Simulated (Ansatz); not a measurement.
**Equation of state of Tl**

```xyz
2
Lattice="3.4560 0.0000 0.0000 -1.7280 2.9930 0.0000 0.0000 0.0000 5.5250" Properties=species:S:1:pos:R:3 pbc="T T T"
Tl    0.0000    1.9953    1.3813
Tl    1.7280    0.9977    4.1438
```

The cell is a measured one (Crystallography Open Database entry 9008519); the temperature and pressure of the measurement aren't taken into account, and nothing was relaxed.

No spin–orbit coupling, which matters for the heavy atoms here.

Levels of theory: DFT, PBE, all-electron LAPW, scalar-relativistic (Ansatz 0.2.0); DFT, PBE, PAW with Ansatz's default frozen-core files, scalar-relativistic (Ansatz 0.2.0).

For LAPW: a Γ-centred 11×11×6 k mesh, Fermi–Dirac smearing of 0.05 eV, basis error target 0.5 meV/atom, no spin polarisation. PAW takes a cutoff of 420 eV at this cell. The Ansatz runs share mesh, smearing and spin set-up. Plane-wave (PAW) pressures include the program's estimate of the Pulay term.

The cell above is scaled evenly, with fractional coordinates and shape held.

```tsv
V/V(cell)	V (Å³/atom)	P, LAPW (GPa)	P, PAW (GPa)
0.9405	26.874	?	?
0.9700	27.717	4.60	4.59
1.0000	28.575	3.21	3.20
1.0300	29.432	2.04	2.03
1.0600	30.289	1.05	1.04
```

Q: Fill in the row V/V(cell) = 0.9405.

A: P, LAPW (GPa) = 6.24, P, PAW (GPa) = 6.23.
